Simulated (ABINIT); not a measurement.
# BN: band structure with PBEsol

Crystal: BN.

```
N B
1.0
     2.50804    0.00000    0.00000
    -1.24671    2.17623    0.00000
    -0.63067   -1.08812    3.02254
N B
1 1
Direct
  0.66851 0.33238 0.98500
  0.97964 0.98350 0.00181
```

The cell comes from a database or a generator and needn't be the stable form of this composition.

| Item | Value |
| --- | --- |
| Program | ABINIT 10.8.3 (patched build) |
| Task | band structure |
| Functional | PBEsol |
| Potentials or basis | JTH PAW PBE v2.0 |
| Cutoff | 707 eV |
| k mesh | 13 × 13 × 9 |
| Occupations | fermi-dirac, width 0.05 eV |
| Spin | no spin polarisation |
| Fine-grid cutoff | 1306.15 eV |

The pressure is 2.0 GPa. The largest force is 2.764 eV/Å and the band gap on the k mesh is 2.70 eV, indirect (least direct gap 4.46 eV). The band gap along the path is 2.63 eV, indirect (least direct gap 4.46 eV).

Forces on the atoms (eV/Å):
```
N   -1.681 -2.115  0.580
B    1.681  2.115 -0.580
```

Stress tensor (GPa, compression positive):
```
-5.94 -5.32  0.55
-5.32  6.71  1.18
 0.55  1.18  5.09
```

Levels at the corners of the path, in eV from the valence-band top:
```
point  band 1  band 2  band 3  band 4  band 5  band 6  band 7  band 8
    Γ  -18.33   -3.89   -2.52   -0.90    5.21   10.06   12.16   12.78
    Y  -15.12   -9.63   -4.33   -0.23    6.07    8.85   12.16   14.34
    T  -14.78   -9.08   -4.49   -2.33    2.63    8.96   15.20   19.46
    Z  -17.74   -7.21   -2.54   -0.94    9.77   10.54   12.14   12.31
    Γ  -18.33   -3.89   -2.52   -0.90    5.21   10.06   12.16   12.78
    X  -14.38   -8.50   -6.89   -1.44    3.20   12.37   12.76   17.57
   A1  -14.52   -8.39   -7.26   -1.36    5.25   12.35   14.40   14.67
    Y  -15.12   -9.63   -4.33   -0.23    6.07    8.85   12.16   14.34
```

Run time: 100 s on 1 thread of Arm Neoverse V2 (shared host), peak memory 0.21 GiB.

Caveat: the PAW data sets were made with another functional, which shifts forces and pressure a little; the atomic spheres overlap.
